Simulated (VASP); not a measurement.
# CdS (F-43m) in VASP: G0W0 quasiparticle levels with PBE

Aim: the G0W0 quasiparticle levels of CdS with PBE.

All numbers are computed with VASP 6.6.1; they aren't measurements. Logs are shortened: lines on timing, memory, paths and dates and some standing lists are left out, and cuts for length are marked.

## 1. Starting point

Symmetry: F-43m, No. 216, cubic system. Conventional cell: a = 5.833 Å, b = 5.833 Å, c = 5.833 Å, α = 90.00°, β = 90.00°, γ = 90.00°. Around Cd (site symmetry -43m) lie 4 S at 2.53 Å. Around S (site symmetry -43m) lie 4 Cd at 2.53 Å.

## 2. G0W0 quasiparticle levels, PBE

File POSCAR:

```
CdS
1.0
    0.0000000000      2.9165000000      2.9165000000
    2.9165000000      0.0000000000      2.9165000000
    2.9165000000      2.9165000000      0.0000000000
Cd S
1 1
Direct
    0.0000000000      0.0000000000      0.0000000000
    0.2500000000      0.2500000000      0.2500000000
```

File INCAR.step1:

```
SYSTEM = CdS
ALGO = Fast ; EDIFF = 1E-8
ENCUT = 420 ; GGA = PE
ISMEAR = 0 ; LASPH = .True.
LCHARG = .False. ; LREAL = .False.
LWAVE = .True. ; NELM = 100
PREC = Accurate ; SIGMA = 0.01
```

File INCAR.step2:

```
SYSTEM = CdS
ALGO = Exact ; EDIFF = 1E-8
ENCUT = 420 ; GGA = PE
ISMEAR = 0 ; ISTART = 1
LASPH = .True. ; LCHARG = .False.
LOPTICS = .True. ; LREAL = .False.
LWAVE = .True. ; NBANDS = 149
NELM = 1 ; PREC = Accurate
SIGMA = 0.01
```

File INCAR.step3:

```
SYSTEM = CdS
ALGO = EVGW0 ; EDIFF = 1E-8
ENCUT = 420 ; ENCUTGW = 200
GGA = PE ; ISMEAR = 0
ISTART = 1 ; LASPH = .True.
LCHARG = .False. ; LREAL = .False.
LWAVE = .False. ; NBANDS = 149
NBANDSGW = 17 ; NELMGW = 1
NOMEGA = 60 ; PREC = Accurate
PRECFOCK = Fast ; SIGMA = 0.01
```

File KPOINTS:

```
k-points
0
Gamma
  4 4 4
  0 0 0
```

Potentials or basis: VASP PAW PBE potentials, release 64 (Cd_GW, S_GW).

Started as:

```
cat potpaw_PBE.64/Cd_GW/POTCAR potpaw_PBE.64/S_GW/POTCAR > POTCAR
cp INCAR.step1 INCAR
mpirun -np 1 vasp_std > vasp.out
cp INCAR.step2 INCAR
mpirun -np 1 vasp_std > vasp.out
cp INCAR.step3 INCAR
mpirun -np 1 vasp_std > vasp.out
```

OUTCAR:

```text
SYSTEM = CdS
   EDIFF = 1E-8
   ENCUT = 420
   ENCUTGW = 200
   GGA = PE
   ISMEAR = 0
   ISTART = 1
   LASPH = .True.
   LREAL = .False.
   NELMGW = 1
   PREC = Accurate
   PRECFOCK = Fast

 ion  position               nearest neighbor table
   1  0.000  0.000  0.000-   2 2.53   2 2.53   2 2.53   2 2.53
   2  0.250  0.250  0.250-   1 2.53   1 2.53   1 2.53   1 2.53

  LATTYP: Found a face centered cubic cell.
 ALAT       =     5.8330000000

  Lattice vectors:

 A1 = (   0.0000000000,   2.9165000000,   2.9165000000)
 A2 = (   2.9165000000,   0.0000000000,   2.9165000000)
 A3 = (   2.9165000000,   2.9165000000,   0.0000000000)

Analysis of symmetry for initial positions (statically):
=====================================================================
 Subroutine PRICEL returns:
 Original cell was already a primitive cell.

 Routine SETGRP: Setting up the symmetry group for a
 face centered cubic supercell.

 Subroutine GETGRP returns: Found 24 space group operations
 (whereof 24 operations were pure point group operations)
 out of a pool of 48 trial point group operations.

The static configuration has the point symmetry T_d .

Analysis of symmetry for dynamics (positions and initial velocities):
=====================================================================
 Subroutine PRICEL returns:
 Original cell was already a primitive cell.

 Routine SETGRP: Setting up the symmetry group for a
 face centered cubic supercell.

 Subroutine GETGRP returns: Found 24 space group operations
 (whereof 24 operations were pure point group operations)
 out of a pool of 48 trial point group operations.

The dynamic configuration has the point symmetry T_d .

 Subroutine INISYM returns: Found 24 space group operations
 (whereof 24 operations are pure point group operations),
 and found     1 'primitive' translations

----------------------------------------------------------------------------------------

                                     Primitive cell

  volume of cell :      49.6153

  direct lattice vectors                    reciprocal lattice vectors
     0.000000000  2.916500000  2.916500000    -0.171438368  0.171438368  0.171438368
     2.916500000  0.000000000  2.916500000     0.171438368 -0.171438368  0.171438368
     2.916500000  2.916500000  0.000000000     0.171438368  0.171438368 -0.171438368

  length of vectors
     4.124553855  4.124553855  4.124553855     0.296939964  0.296939964  0.296939964

  position of ions in fractional coordinates (direct lattice)
     0.000000000  0.000000000  0.000000000
     0.250000000  0.250000000  0.250000000

  ion indices of the primitive-cell ions
   primitive index   ion index
                 1           1
                 2           2

----------------------------------------------------------------------------------------

 KPOINTS: k-points

Automatic generation of k-mesh.
 Grid dimensions read from file:
 generate k-points for:    4    4    4

 Generating k-lattice:

  Cartesian coordinates                     Fractional coordinates (reciprocal lattice)
    -0.042859592  0.042859592  0.042859592     0.250000000  0.000000000  0.000000000
     0.042859592 -0.042859592  0.042859592     0.000000000  0.250000000  0.000000000
     0.042859592  0.042859592 -0.042859592     0.000000000  0.000000000  0.250000000

  Length of vectors
     0.074234991  0.074234991  0.074234991

  Shift w.r.t. Gamma in fractional coordinates (k-lattice)
     0.000000000  0.000000000  0.000000000

 Subroutine IBZKPT returns following result:
 ===========================================

 Found      8 irreducible k-points:

 Following reciprocal coordinates:
            Coordinates               Weight
  0.000000  0.000000  0.000000      1.000000
  0.250000  0.000000  0.000000      8.000000
  0.500000  0.000000  0.000000      4.000000
  0.250000  0.250000  0.000000      6.000000
  0.500000  0.250000  0.000000     24.000000
 -0.250000  0.250000  0.000000     12.000000
  0.500000  0.500000  0.000000      3.000000
 -0.250000  0.500000  0.250000      6.000000
   k-points           NKPTS =      8   k-points in BZ     NKDIM =     64   number of bands    NBANDS=    149
   number of dos      NEDOS =    301   number of ions     NIONS =      2
   total plane-waves  NPLWV =  21952
   dimension x,y,z NGX =    28 NGY =   28 NGZ =   28
   dimension x,y,z NGXF=    56 NGYF=   56 NGZF=   56
   ions per type =               1   1
   NGX,Y,Z   is equivalent  to a cutoff of  11.29, 11.29, 11.29 a.u.
   NGXF,Y,Z  is equivalent  to a cutoff of  22.57, 22.57, 22.57 a.u.
 SYSTEM =  CdS
   PREC   = accura    normal or accurate (medium, high low for compatibility)
   ISTART =      1    job   : 0-new  1-cont  2-samecut
   ICHARG =      0    charge: 1-file 2-atom 10-const
   ISPIN  =      1    spin polarized calculation?
   LNONCOLLINEAR =      F non collinear calculations
   LSORBIT =      F    spin-orbit coupling
   LASPH  =      T    aspherical Exc in radial PAW
   ENCUT  =  420.0 eV  30.87 Ry    5.56 a.u.   6.89  6.89  6.89*2*pi/ulx,y,z
   NELM   =     60;   NELMIN=  2; NELMDL=  0     # of ELM steps
   EDIFF  = 0.1E-07   stopping-criterion for ELM
   LREAL  =      F    real-space projection
   EDIFFG = 0.1E-06   stopping-criterion for IOM
   NSW    =      0    number of steps for IOM
   IBRION =     -1    ionic relax: 0-MD 1-quasi-New 2-CG
   NFREE  =      0    steps in history (QN), initial steepest desc. (CG)
   ISIF   =      0    stress and relaxation
   ISYM   =      3    0-nonsym 1-usesym 2-fastsym
   POTIM  = 0.5000    time-step for ionic-motion
   TEBEG  =    0.0;   TEEND  =   0.0 temperature during run
   PSTRESS=    0.0 pullay stress
   NELECT =      18.0000    total number of electrons
   NUPDOWN=      -1.0000    fix difference up-down
   EMIN   =  10.00;   EMAX   =-10.00  energy-range for DOS
   EFERMI =   0.00;   METHOD = LEGACY
   ISMEAR =     0;   SIGMA  =   0.01  broadening in eV -4-tet -1-fermi 0-gaus
   EFERMI_NEDOS =   21; number of points for ismear=-14 and -15
   IALGO  =     38    algorithm
   IMIX   =      4    mixing-type and parameters
     AMIX     =   0.40;   BMIX     =  1.00
     AMIX_MAG =   1.60;   BMIX_MAG =  1.00
  volume/ion in A,a.u.               =      24.81       167.41
  Fermi-wavevector in a.u.,A,eV,Ry     =   1.167599  2.206442 18.548649  1.363287
  Thomas-Fermi vector in A             =   2.304097
   LORBIT       =      0    0 simple, 1 ext, 2 COOP (PROOUT), +10 PAW based schemes
   GGA     = PE    functional components
   LHFCALC =     T    Hartree Fock is set to
   PRECFOCK=fast      Normal, Fast or Accurate (Low or Medium for compatibility)
   ENCUT4O =  -1.0   cutoff for four orbital integrals eV
   NKREDX  =     1    reduce k-point grid by
   NKREDY  =     1    reduce k-point grid by
   NKREDZ  =     1    reduce k-point grid by
   AEXX    =    1.0000 exact exchange contribution
   HFSCREEN=    0.0000 screening length (either q_TF or 0.3 A-1)
   HFSCREENC=   0.0000 screening length for correlation (either q_TF or 0.3 A-1)
   ENCUTFOCK=  -1.0 apply spherical cutoff to Coloumb kernel
   IVDW    =     0    specifies the selected vdW correction
   LEPSILON=     F    determine dielectric tensor
   LRPA    =     F    only Hartree local field effects (RPA)
   LRPAFORCE           =     F    calculate RPA forces
   ENCUTGW             = 200.0    cutoff for response function in eV
   ENCUTGWSOFT         = 160.0    soft cutoff for Coulomb kernel in GW response function in eV
   ENCUTLF             =  -1.0    cutoff for local field effects
   NELMGW              =     1    number of iterations in solving QP/BSE equation
   NELMHF              =     1    number of iterations in the inner HF iteration
   NKREDLFX            =     1    NKREDLFY  =   1   NKREDLFZ  =   1
 non-spin polarized calculation
 Gauss-broadening in eV      SIGMA  =   0.01
  energy-cutoff  :      420.00
  volume of cell :       49.62
 maximum number of plane-waves:       982
  NGX = 16; NGY = 16; NGZ = 16
   NGX = 13   NGY = 13   NGZ = 13
 maximum number of plane-waves:       332

 QP shifts <psi_nk| G(iteration)W_0 |psi_nk>: iteration 1
 for sc-GW calculations column KS-energies equals QP-energies in previous step
 and V_xc(KS)=  KS-energies - (<T + V_ion + V_H > + <T+V_H+V_ion>^1  + <V_x>^1)

 k-point   1 :       0.0000    0.0000    0.0000
  band No.  KS-energies  QP-energies   sigma(KS)   V_xc(KS)     V^pw_x(r,r')   Z            occupation Imag(sigma)

      1      -9.6919     -10.1216     -13.7212     -12.9990     -20.9179       0.5950       2.0000       0.9957
      2      -5.0717      -6.8861     -17.7905     -15.1662     -22.9049       0.6914       2.0000       0.2470
      3      -5.0717      -6.8861     -17.7905     -15.1662     -22.9049       0.6914       2.0000       0.2470
      4      -5.0717      -6.8861     -17.7905     -15.1662     -22.9049       0.6914       2.0000       0.2470
      5      -4.5943      -6.5505     -18.2774     -15.4980     -23.2324       0.7038       2.0000       0.1998
      6      -4.5943      -6.5505     -18.2774     -15.4980     -23.2324       0.7038       2.0000       0.1998
[... 9 lines left out ...]
     16      14.1053      14.0367      -8.0309      -7.9384      -2.4398       0.7424       0.0000      -0.3338
     17      15.9430      15.8177      -7.4186      -7.2488      -2.1293       0.7379       0.0000      -0.4202

 k-point   2 :       0.2500    0.0000    0.0000
  band No.  KS-energies  QP-energies   sigma(KS)   V_xc(KS)     V^pw_x(r,r')   Z            occupation Imag(sigma)

      1      -9.4778      -9.9499     -14.0263     -13.2676     -21.1350       0.6223       2.0000       0.9927
      2      -5.0007      -6.8274     -17.8638     -15.2265     -22.9657       0.6927       2.0000       0.2445
      3      -5.0007      -6.8274     -17.8638     -15.2265     -22.9657       0.6927       2.0000       0.2445
      4      -4.8251      -6.6102     -17.5687     -14.9981     -22.6044       0.6944       2.0000       0.2549
      5      -4.5899      -6.5491     -18.2765     -15.4993     -23.2381       0.7055       2.0000       0.2016
      6      -4.5899      -6.5491     -18.2765     -15.4993     -23.2381       0.7055       2.0000       0.2016
[... 9 lines left out ...]
     16      13.9632      13.7885      -7.2672      -7.0337      -2.1371       0.7482       0.0000      -0.2959
     17      17.6578      17.7330      -8.4628      -8.5628      -2.6620       0.7524       0.0000      -0.5946

 k-point   3 :       0.5000    0.0000    0.0000
  band No.  KS-energies  QP-energies   sigma(KS)   V_xc(KS)     V^pw_x(r,r')   Z            occupation Imag(sigma)
[... 85 lines left out ...]
      1      -9.1318      -9.6792     -14.6062     -13.7704     -21.5808       0.6549       2.0000       0.9599
      2      -4.8592      -6.7216     -17.6132     -14.9497     -22.5711       0.6993       2.0000       0.2301
      3      -4.7234      -6.6083     -18.2228     -15.5276     -23.2954       0.6994       2.0000       0.2373
      4      -4.7234      -6.6083     -18.2228     -15.5276     -23.2954       0.6994       2.0000       0.2373
      5      -4.5073      -6.4779     -18.3789     -15.5937     -23.3498       0.7075       2.0000       0.2006
      6      -4.1473      -5.9333     -17.8837     -15.3387     -22.8392       0.7018       2.0000       0.2372
[... 9 lines left out ...]
     16      15.9069      16.3424     -10.3798     -10.9717      -4.7267       0.7358       0.0000      -0.4146
     17      15.9069      16.3424     -10.3798     -10.9717      -4.7267       0.7358       0.0000      -0.4146

 k-point   8 :      -0.2500    0.5000    0.2500
  band No.  KS-energies  QP-energies   sigma(KS)   V_xc(KS)     V^pw_x(r,r')   Z            occupation Imag(sigma)

      1      -9.1334      -9.6675     -14.5961     -13.7696     -21.5831       0.6462       2.0000       0.9527
      2      -4.8403      -6.6933     -17.8578     -15.2000     -22.8890       0.6972       2.0000       0.2381
      3      -4.8199      -6.7082     -18.1031     -15.4021     -23.1743       0.6991       2.0000       0.2357
      4      -4.6329      -6.5729     -18.2683     -15.5106     -23.2692       0.7035       2.0000       0.2161
      5      -4.5867      -6.5297     -18.2104     -15.4525     -23.1766       0.7045       2.0000       0.2062
      6      -3.9615      -5.7601     -18.2231     -15.6650     -23.1886       0.7031       2.0000       0.2348
[... 9 lines left out ...]
     16      15.7626      16.3093     -10.9718     -11.7153      -5.1524       0.7351       0.0000      -0.4568
     17      15.9353      16.4064     -10.1027     -10.7452      -4.2920       0.7332       0.0000      -0.4338
```

It took 4.3 min on 1 thread of Intel Xeon Platinum 8259CL at 2.50GHz (Skylake/Cascade Lake), shared host; peak memory 0.54 GiB.

Results:

- Band gap on the k mesh, mean-field level: 1.13 eV, direct
- Quasiparticle gap: 1.93 eV
- Least direct quasiparticle gap: 1.93 eV

Caveat: the k mesh is coarse (spacing up to 0.47 Å⁻¹), so the values aren't converged; bands, screening cutoff and mesh are small and nothing is extrapolated, so the quasiparticle values aren't converged.
